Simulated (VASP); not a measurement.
# Zn (Fm-3m) in VASP: settings compared

The runs below take Zn through relaxation of cell and atoms, single point, with PBE+D3, HSEsol+D4, LDA.

All numbers are computed with VASP 6.6.1; they aren't measurements. Logs are shortened: lines on timing, memory, paths and dates and some standing lists are left out, and cuts for length are marked.

### Step 1. The structure

It takes space group Fm-3m (No. 225, cubic). Conventional cell: a = 3.930 Å, b = 3.930 Å, c = 3.930 Å, α = 90.00°, β = 90.00°, γ = 90.00°. Zn (site symmetry m-3m) has 12 Zn at 2.78 Å as nearest neighbours.

This isn't the form of Zn at room conditions, which is hcp.

### Step 2. Relaxation of cell and atoms, PBE+D3, target pressure 30 GPa, at which the enthalpy is minimised

The input, INCAR:

```
  PREC = Accurate
  ENCUT = 600
  EDIFF = 1E-6
  ISMEAR = 1
  SIGMA = 0.2
  LREAL = F
  LASPH = T
  NELM = 60
  ALGO = Normal
  ISIF = 3
  LWAVE = F
  LCHARG = F
  GGA = PE
  IVDW = 11
  IBRION = 2
  NSW = 60
  EDIFFG = -0.02
  PSTRESS = 300
```

The input, Zn.cif:

```cif
data_Zn
_cell_length_a 3.92955200
_cell_length_b 3.92955200
_cell_length_c 3.92955200
_cell_angle_alpha 90.00000000
_cell_angle_beta 90.00000000
_cell_angle_gamma 90.00000000
_space_group_name_H-M_alt 'Fm-3m'
_space_group_name_Hall '-F 4 2 3'
_space_group_IT_number 225
loop_
_space_group_symop_operation_xyz
'x,y,z'
'-x,-y,-z'
'-y,x,z'
'y,-x,-z'
'-x,-y,z'
'x,y,-z'
'y,-x,z'
'-y,x,-z'
'x,-y,-z'
'-x,y,z'
'-y,-x,-z'
'y,x,z'
'-x,y,-z'
'x,-y,z'
'y,x,-z'
'-y,-x,z'
'z,x,y'
'-z,-x,-y'
'z,-y,x'
'-z,y,-x'
'z,-x,-y'
'-z,x,y'
'z,y,-x'
'-z,-y,x'
'-z,x,-y'
'z,-x,y'
'-z,-y,-x'
'z,y,x'
'-z,-x,y'
'z,x,-y'
'-z,y,x'
'z,-y,-x'
'y,z,x'
'-y,-z,-x'
'x,z,-y'
'-x,-z,y'
'-y,z,-x'
'y,-z,x'
'-x,z,y'
'x,-z,-y'
'-y,-z,x'
'y,z,-x'
'-x,-z,-y'
'x,z,y'
'y,-z,-x'
'-y,z,x'
'x,-z,y'
'-x,z,-y'
'x,y+1/2,z+1/2'
'-x,-y+1/2,-z+1/2'
'-y,x+1/2,z+1/2'
[... 62 lines left out ...]
'-z+1/2,-x,-y+1/2'
'z+1/2,-y,x+1/2'
'-z+1/2,y,-x+1/2'
'z+1/2,-x,-y+1/2'
'-z+1/2,x,y+1/2'
'z+1/2,y,-x+1/2'
'-z+1/2,-y,x+1/2'
'-z+1/2,x,-y+1/2'
'z+1/2,-x,y+1/2'
'-z+1/2,-y,-x+1/2'
'z+1/2,y,x+1/2'
'-z+1/2,-x,y+1/2'
'z+1/2,x,-y+1/2'
'-z+1/2,y,x+1/2'
'z+1/2,-y,-x+1/2'
'y+1/2,z,x+1/2'
'-y+1/2,-z,-x+1/2'
'x+1/2,z,-y+1/2'
'-x+1/2,-z,y+1/2'
'-y+1/2,z,-x+1/2'
'y+1/2,-z,x+1/2'
'-x+1/2,z,y+1/2'
'x+1/2,-z,-y+1/2'
'-y+1/2,-z,x+1/2'
'y+1/2,z,-x+1/2'
'-x+1/2,-z,-y+1/2'
'x+1/2,z,y+1/2'
'y+1/2,-z,-x+1/2'
'-y+1/2,z,x+1/2'
'x+1/2,-z,y+1/2'
'-x+1/2,z,-y+1/2'
'x+1/2,y+1/2,z'
'-x+1/2,-y+1/2,-z'
'-y+1/2,x+1/2,z'
'y+1/2,-x+1/2,-z'
'-x+1/2,-y+1/2,z'
'x+1/2,y+1/2,-z'
'y+1/2,-x+1/2,z'
'-y+1/2,x+1/2,-z'
'x+1/2,-y+1/2,-z'
'-x+1/2,y+1/2,z'
'-y+1/2,-x+1/2,-z'
'y+1/2,x+1/2,z'
'-x+1/2,y+1/2,-z'
'x+1/2,-y+1/2,z'
'y+1/2,x+1/2,-z'
'-y+1/2,-x+1/2,z'
'z+1/2,x+1/2,y'
'-z+1/2,-x+1/2,-y'
'z+1/2,-y+1/2,x'
'-z+1/2,y+1/2,-x'
'z+1/2,-x+1/2,-y'
'-z+1/2,x+1/2,y'
'z+1/2,y+1/2,-x'
'-z+1/2,-y+1/2,x'
'-z+1/2,x+1/2,-y'
'z+1/2,-x+1/2,y'
'-z+1/2,-y+1/2,-x'
'z+1/2,y+1/2,x'
'-z+1/2,-x+1/2,y'
'z+1/2,x+1/2,-y'
'-z+1/2,y+1/2,x'
'z+1/2,-y+1/2,-x'
'y+1/2,z+1/2,x'
'-y+1/2,-z+1/2,-x'
'x+1/2,z+1/2,-y'
'-x+1/2,-z+1/2,y'
'-y+1/2,z+1/2,-x'
'y+1/2,-z+1/2,x'
'-x+1/2,z+1/2,y'
'x+1/2,-z+1/2,-y'
'-y+1/2,-z+1/2,x'
'y+1/2,z+1/2,-x'
'-x+1/2,-z+1/2,-y'
'x+1/2,z+1/2,y'
'y+1/2,-z+1/2,-x'
'-y+1/2,z+1/2,x'
'x+1/2,-z+1/2,y'
'-x+1/2,z+1/2,-y'
loop_
_atom_site_label
_atom_site_type_symbol
_atom_site_symmetry_multiplicity
_atom_site_Wyckoff_symbol
_atom_site_fract_x
_atom_site_fract_y
_atom_site_fract_z
_atom_site_occupancy
Zn1 Zn 4 a 0.0000000000 0.0000000000 0.0000000000 1
```

The input, KPOINTS:

```
regular mesh
0
Gamma
  7 7 7
```

The input, POSCAR:

```
Zn
 1.0000000000000000
     3.9295520000000002    0.0000000000000000    0.0000000000000000
     0.0000000000000000    3.9295520000000002    0.0000000000000000
     0.0000000000000000    0.0000000000000000    3.9295520000000002
 Zn 
   4
Cartesian
  0.0000000000000000  0.0000000000000000  0.0000000000000000
  0.0000000000000000  1.9647760000000001  1.9647760000000001
  1.9647760000000001  0.0000000000000000  1.9647760000000001
  1.9647760000000001  1.9647760000000001  0.0000000000000000
```

Potentials or basis: VASP PAW PBE potentials, release 64 (Zn).

Started as:

```console
ase convert -i cif -o vasp Zn.cif POSCAR
cat potpaw_PBE.64/Zn/POTCAR > POTCAR
mpirun -np 1 vasp_std > vasp.out
```

OUTCAR:

```text
PREC = Accurate
   ENCUT = 600
   EDIFF = 1E-6
   ISMEAR = 1
   LREAL = F
   LASPH = T
   NELM = 60
   ISIF = 3
   GGA = PE
   IVDW = 11
   IBRION = 2
   NSW = 60
   EDIFFG = -0.02
   PSTRESS = 300
 IVDW          = 11

 ion  position               nearest neighbor table
   1  0.000  0.000  0.000-   2 2.78   3 2.78   4 2.78   2 2.78   3 2.78   2 2.78   4 2.78   2 2.78
                             3 2.78   4 2.78   3 2.78   4 2.78
   2  0.000  0.500  0.500-   1 2.78   3 2.78   4 2.78   1 2.78   4 2.78   1 2.78   3 2.78   1 2.78
                             3 2.78   4 2.78   4 2.78   3 2.78
   3  0.500  0.000  0.500-   1 2.78   2 2.78   4 2.78   1 2.78   4 2.78   2 2.78   4 2.78   4 2.78
                             1 2.78   2 2.78   1 2.78   2 2.78
   4  0.500  0.500  0.000-   1 2.78   2 2.78   3 2.78   2 2.78   3 2.78   1 2.78   3 2.78   3 2.78
                             1 2.78   2 2.78   2 2.78   1 2.78

  LATTYP: Found a simple cubic cell.
 ALAT       =     3.9295520000

  Lattice vectors:

 A1 = (   3.9295520000,   0.0000000000,   0.0000000000)
 A2 = (   0.0000000000,   3.9295520000,   0.0000000000)
 A3 = (   0.0000000000,   0.0000000000,   3.9295520000)

Analysis of symmetry for initial positions (statically):
=====================================================================
 Subroutine PRICEL returns following result:

  LATTYP: Found a face centered cubic cell.
 ALAT       =     3.9295520000

  Lattice vectors:

 A1 = (   1.9647760000,  -1.9647760000,   0.0000000000)
 A2 = (   1.9647760000,   0.0000000000,   1.9647760000)
 A3 = (   0.0000000000,  -1.9647760000,   1.9647760000)

   4 primitive cells build up your supercell.

 Routine SETGRP: Setting up the symmetry group for a
 simple cubic supercell.

 Subroutine GETGRP returns: Found 48 space group operations
 (whereof 48 operations were pure point group operations)
 out of a pool of 48 trial point group operations.

The static configuration has the point symmetry O_h .

Analysis of symmetry for dynamics (positions and initial velocities):
=====================================================================
 Subroutine PRICEL returns following result:

  LATTYP: Found a face centered cubic cell.
 ALAT       =     3.9295520000

  Lattice vectors:

 A1 = (   1.9647760000,  -1.9647760000,   0.0000000000)
 A2 = (   1.9647760000,   0.0000000000,   1.9647760000)
 A3 = (   0.0000000000,  -1.9647760000,   1.9647760000)

   4 primitive cells build up your supercell.

 Routine SETGRP: Setting up the symmetry group for a
 simple cubic supercell.

 Subroutine GETGRP returns: Found 48 space group operations
 (whereof 48 operations were pure point group operations)
 out of a pool of 48 trial point group operations.

The dynamic configuration has the point symmetry O_h .

 Subroutine INISYM returns: Found 48 space group operations
 (whereof 48 operations are pure point group operations),
 and found     4 'primitive' translations

----------------------------------------------------------------------------------------

                                     Primitive cell

  volume of cell :      15.1694

  direct lattice vectors                    reciprocal lattice vectors
     1.964776000 -1.964776000  0.000000000     0.254481936 -0.254481936 -0.254481936
     1.964776000  0.000000000  1.964776000     0.254481936  0.254481936  0.254481936
     0.000000000 -1.964776000  1.964776000    -0.254481936 -0.254481936  0.254481936

  length of vectors
     2.778612866  2.778612866  2.778612866     0.440775643  0.440775643  0.440775643

  position of ions in fractional coordinates (direct lattice)
     0.000000000  0.000000000  0.000000000

  ion indices of the primitive-cell ions
   primitive index   ion index
                 1           1

----------------------------------------------------------------------------------------

 KPOINTS: regular mesh

Automatic generation of k-mesh.
 Grid dimensions read from file:
 generate k-points for:    7    7    7

 Generating k-lattice:

  Cartesian coordinates                     Fractional coordinates (reciprocal lattice)
     0.036354562  0.000000000  0.000000000     0.142857143  0.000000000  0.000000000
     0.000000000  0.036354562  0.000000000     0.000000000  0.142857143  0.000000000
     0.000000000  0.000000000  0.036354562     0.000000000  0.000000000  0.142857143

  Length of vectors
     0.036354562  0.036354562  0.036354562

  Shift w.r.t. Gamma in fractional coordinates (k-lattice)
     0.000000000  0.000000000  0.000000000

 Subroutine IBZKPT returns following result:
 ===========================================

 Found     20 irreducible k-points:

 Following reciprocal coordinates:
            Coordinates               Weight
  0.000000  0.000000  0.000000      1.000000
  0.142857  0.000000  0.000000      6.000000
  0.285714  0.000000  0.000000      6.000000
  0.428571  0.000000  0.000000      6.000000
  0.142857  0.142857  0.000000     12.000000
  0.285714  0.142857  0.000000     24.000000
[... 12 lines left out ...]
  0.428571  0.428571  0.285714     24.000000
  0.428571  0.428571  0.428571      8.000000
   k-points           NKPTS =     20   k-points in BZ     NKDIM =     20   number of bands    NBANDS=     28
   number of dos      NEDOS =    301   number of ions     NIONS =      4
   total plane-waves  NPLWV =  32768
   dimension x,y,z NGX =    32 NGY =   32 NGZ =   32
   dimension x,y,z NGXF=    64 NGYF=   64 NGZF=   64
   ions per type =               4
   NGX,Y,Z   is equivalent  to a cutoff of  13.54, 13.54, 13.54 a.u.
   NGXF,Y,Z  is equivalent  to a cutoff of  27.08, 27.08, 27.08 a.u.
 SYSTEM =  unknown system
   PREC   = accura    normal or accurate (medium, high low for compatibility)
   ISTART =      0    job   : 0-new  1-cont  2-samecut
   ICHARG =      2    charge: 1-file 2-atom 10-const
   ISPIN  =      1    spin polarized calculation?
   LNONCOLLINEAR =      F non collinear calculations
   LSORBIT =      F    spin-orbit coupling
   LASPH  =      T    aspherical Exc in radial PAW
   ENCUT  =  600.0 eV  44.10 Ry    6.64 a.u.   7.85  7.85  7.85*2*pi/ulx,y,z
   NELM   =     60;   NELMIN=  2; NELMDL= -5     # of ELM steps
   EDIFF  = 0.1E-05   stopping-criterion for ELM
   LREAL  =      F    real-space projection
   EDIFFG = -.2E-01   stopping-criterion for IOM
   NSW    =     60    number of steps for IOM
   IBRION =      2    ionic relax: 0-MD 1-quasi-New 2-CG
   NFREE  =      1    steps in history (QN), initial steepest desc. (CG)
   ISIF   =      3    stress and relaxation
   ISYM   =      2    0-nonsym 1-usesym 2-fastsym
   POTIM  = 0.5000    time-step for ionic-motion
   TEBEG  =    0.0;   TEEND  =   0.0 temperature during run
   PSTRESS=  300.0 pullay stress
   NELECT =      48.0000    total number of electrons
   NUPDOWN=      -1.0000    fix difference up-down
   EMIN   =  10.00;   EMAX   =-10.00  energy-range for DOS
   EFERMI =   0.00;   METHOD = LEGACY
   ISMEAR =     1;   SIGMA  =   0.20  broadening in eV -4-tet -1-fermi 0-gaus
   EFERMI_NEDOS =   21; number of points for ismear=-14 and -15
   IALGO  =     38    algorithm
   IMIX   =      4    mixing-type and parameters
     AMIX     =   0.40;   BMIX     =  1.00
     AMIX_MAG =   1.60;   BMIX_MAG =  1.00
  volume/ion in A,a.u.               =      15.17       102.37
  Fermi-wavevector in a.u.,A,eV,Ry     =   1.514069  2.861175 31.190044  2.292404
  Thomas-Fermi vector in A             =   2.623775
   LORBIT       =      0    0 simple, 1 ext, 2 COOP (PROOUT), +10 PAW based schemes
   GGA     = PE    functional components
   LHFCALC =     F    Hartree Fock is set to
   AEXX    =    0.0000 exact exchange contribution
   IVDW    =    11    specifies the selected vdW correction
   LEPSILON=     F    determine dielectric tensor
   LRPA    =     F    only Hartree local field effects (RPA)
 conjugate gradient relaxation of ions
 non-spin polarized calculation
 Methfessel and Paxton  Order N= 1 SIGMA  =   0.20
  energy-cutoff  :      600.00
  volume of cell :       60.68
 maximum number of plane-waves:      2038
 NGX is ok and might be reduce to    32

--------------------------------------- Ionic step        1  -------------------------------------------

 number of electron      47.9999973 magnetization

 Free energy of the ion-electron system (eV)
  ---------------------------------------------------
  ext. energy  EPLUGINS =         0.00000000
  ---------------------------------------------------
  free energy    TOTEN  =        -4.37602104 eV

  energy without entropy =       -4.37272574  energy(sigma->0) =       -4.37492261

------------------------ aborting loop because EDIFF is reached ----------------------------------------

 Edisp (eV)   -1.36052

 E8    (eV) :    -0.7303
[... 35 lines left out ...]
--------------------------------------- Ionic step        2  -------------------------------------------

 number of electron      48.0000023 magnetization

 E-fermi :   8.3509     XC(G=0): -14.5129

 val. band max:        8.2210323811   @ k =   0.4286   0.4286   0.2857
 cond. band min:       8.4996116071   @ k =   0.4286   0.2857   0.2857
 fundamental gap:      0.2785792260
 Fermi energy:         8.3508817019

 k-point     1 :       0.0000    0.0000    0.0000
  band No.  band energies     occupation
      1      -7.5245      2.00000
      2      -3.7960      2.00000
      3      -3.7960      2.00000
      4      -3.7960      2.00000
      5      -3.4455      2.00000
      6      -3.4455      2.00000
[... 828 lines left out ...]
--------------------------------------- Ionic step        7  -------------------------------------------

 number of electron      47.9999980 magnetization

 Free energy of the ion-electron system (eV)
  ---------------------------------------------------
  ext. energy  EPLUGINS =         0.00000000
  ---------------------------------------------------
  free energy    TOTEN  =        -3.07896032 eV

  energy without entropy =       -3.07410059  energy(sigma->0) =       -3.07734041

 E-fermi :   5.3400     XC(G=0): -13.0511

 val. band max:        5.1169142928   @ k =   0.2857   0.0000   0.0000
 cond. band min:       5.3507343522   @ k =   0.4286   0.2857   0.2857
 fundamental gap:      0.2338200594
 Fermi energy:         5.3400466186

 k-point     1 :       0.0000    0.0000    0.0000
  band No.  band energies     occupation
      1      -7.4647      2.00000
      2      -4.4514      2.00000
      3      -4.4514      2.00000
      4      -4.4514      2.00000
      5      -4.2590      2.00000
      6      -4.2590      2.00000
[... 648 lines left out ...]
  energy  without entropy=       -4.9584420380  energy(sigma->0) =       -4.96168186

  enthalpy is  TOTEN    =         3.7354511901 eV   P V=        8.6987529594

 reached required accuracy - stopping structural energy minimisation
```

Run time: 69 s. Hardware: 1 thread of Intel Xeon 6975P-C (Granite Rapids), shared host; peak memory 0.2 GiB.

What came out:

```yaml
Free_energy: -4.9633 eV
Relaxed_volume: 11.61 Å³/atom
Relaxed_cell: a = 3.595 Å, b = 3.595 Å, c = 3.595 Å, α = 90.00°, β = 90.00°, γ = 90.00°
Space_group_after_relaxing_to_0.05_Å: Fm-3m (No. 225)
Energy_change_on_relaxing_the_enthalpy_is_what_falls: +193.3 meV/atom
Ionic_steps: 7
Pressure_after_relaxing: 30.0 GPa
Band_gap_on_the_k_mesh: none (metal or under the smearing width)
Dispersion_energy_per_atom: -0.471 eV
```

Step by step:
```tsv
step	energy change (eV)	largest force (eV/Å)	pressure (GPa)	volume (Å³)
1	0.0000	0.0000	-3.99	60.68
2	4.7709	0.0000	116.84	36.58
3	0.6827	0.0000	27.68	46.96
4	0.7489	0.0000	29.37	46.59
5	0.7969	0.0000	30.59	46.33
6	0.7483	0.0000	29.34	46.59
7	0.7732	0.0000	30.02	46.46
```

Final structure:
```xyz
4
Lattice="3.5949 0.0000 0.0000 0.0000 3.5949 0.0000 0.0000 0.0000 3.5949" Properties=species:S:1:pos:R:3 pbc="T T T"
Zn    0.0000    0.0000    0.0000
Zn    0.0000    1.7974    1.7974
Zn    1.7974    0.0000    1.7974
Zn    1.7974    1.7974    0.0000
```

Caveat: the cell is relaxed towards a set pressure, so the enthalpy falls and the energy may rise; the volume moved by over 15 % at a fixed basis, so the end points are rough; pairwise dispersion overbinds metals, which lowers pressure and volume.

### Step 3. Single point, HSEsol+D4

This run uses another cell than the first one: it holds 1 atom, not 4.

The input, POSCAR:

```
Zn
1.0
    0.0000000000      1.9647760000      1.9647760000
    1.9647760000      0.0000000000      1.9647760000
    1.9647760000      1.9647760000      0.0000000000
Zn
1
Cartesian
    0.0000000000      0.0000000000      0.0000000000
```

The input, INCAR.step1:

```
SYSTEM = Zn
ALGO = Normal
EDIFF = 1E-5
ENCUT = 520
GGA = PE
ISIF = 2
ISMEAR = -5
LASPH = .TRUE.
LREAL = .FALSE.
LWAVE = .TRUE.
NBANDS = 18
NELM = 80
PREC = Accurate
SIGMA = 0.3
```

The input, INCAR.step2:

```
SYSTEM = Zn
ALGO = Normal
EDIFF = 1E-6
ENCUT = 520
GGA = PS
HFSCREEN = 0.2
ISIF = 2
ISMEAR = -5
ISTART = 1
IVDW = 13
LASPH = .TRUE.
LCHARG = .TRUE.
LELF = .TRUE.
LHFCALC = .TRUE.
LREAL = .FALSE.
LVHAR = .TRUE.
LWAVE = .FALSE.
NBANDS = 18
NELM = 80
PREC = Accurate
PRECFOCK = Fast
SIGMA = 0.3
VDW_A1 = 0.45646268
VDW_A2 = 5.59662251
VDW_S6 = 1.0
VDW_S8 = 1.82207807
```

The input, KPOINTS:

```
k-points
0
G
  6 6 6
  0 0 0
```

Potentials or basis: VASP PAW PBE potentials, release 64 (Zn).

Started as:

```console
cat potpaw_PBE.64/Zn/POTCAR > POTCAR
cp INCAR.step1 INCAR
mpirun -np 1 vasp_std > vasp.out
cp INCAR.step2 INCAR
mpirun -np 1 vasp_std > vasp.out
```

Wall time 2.5 min (1 thread of Intel Xeon 6975P-C (Granite Rapids), shared host); peak memory 0.23 GiB.

Results (log left out):

```
Free energy                : -1.6272 eV
Pressure                   : -9.3 GPa
Band gap on the k mesh     : none (metal or under the smearing width)
Dispersion energy per atom : -0.242 eV
```

Levels at points of the mesh, in eV from the Fermi level:
```csv
k point,band 4,band 5,band 6,band 7,band 8,band 9
"(0.00, 0.00, 0.00)",-10.10,-9.72,-9.72,19.42,19.42,19.42
"(0.50, 0.00, 0.00)",-9.41,-9.41,-3.50,-1.60,16.32,16.32
"(0.50, 0.50, 0.00)",-9.33,-9.33,-1.41,1.92,9.12,9.12
```

Caveat: the k mesh is coarse (spacing up to 0.46 Å⁻¹), so the values aren't converged, least of all with exact exchange; the PAW data sets were made with another functional, which shifts forces and pressure a little; pairwise dispersion overbinds metals, which lowers pressure and volume; tetrahedron occupations give inexact forces and stress in metals.

[end of part 1 of 2]
